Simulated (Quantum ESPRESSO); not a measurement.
## GaN under changes of volume

One of the cells (9.735 Å³/atom); the others are scaled copies at fixed shape and fractional positions:

```xyz
2
Lattice="0.0000 2.1352 2.1352 2.1352 0.0000 2.1352 2.1352 2.1352 0.0000" Properties=species:S:1:pos:R:3 pbc="T T T"
Ga    0.0000    0.0000    0.0000
N     2.1352    2.1352    2.1352
```

Measurements of this composition are mostly on another form, of space group No. 186.

- Program: Quantum ESPRESSO 7.5
- Functional: PBE
- Potentials or basis: SSSP 1.3 efficiency PBE
- Cutoff: 952 eV
- Density cutoff: 7619 eV
- k mesh: 11 × 11 × 11
- Occupations: fermi-dirac, width 0.05 eV
- Spin: no spin polarisation

```tsv
volume (Å³/atom)	energy over the lowest point (meV/atom)	pressure (GPa)	gap on the mesh (eV)
9.151	25.79	14.1	0.93
9.346	11.01	8.6	0.79
9.540	2.65	3.7	0.66
9.735	0.00	-0.7	0.54
9.930	2.44	-4.6	0.42
10.124	9.44	-8.1	0.31
10.319	?	?	?
```

What does the run at 10.319 Å³/atom give?

Energy over the lowest point 20.50 meV/atom; pressure -11.1 GPa; gap on the mesh 0.20 eV.

Worked out: A Birch-Murnaghan fit of order 3 (a polynomial in V^(-2/3)) to the other rows has its minimum at 9.74 Å³/atom with B0 = V·E''(V) = 210 GPa and B' = 4.6. It gives 20.56 meV/atom at 10.319 Å³/atom, against the run's 20.50, and -dE/dV = -10.7 GPa, against -11.1. A straight line through the other rows of the gap, of slope -6.12 eV per unit of ln V, extrapolates to 0.19 eV, against the run's 0.20.

Energies are extrapolated to zero smearing.

Caveats: an odd mesh through Γ misses points on the zone boundary, where band edges often lie. Spin-orbit coupling on Ga is left out.
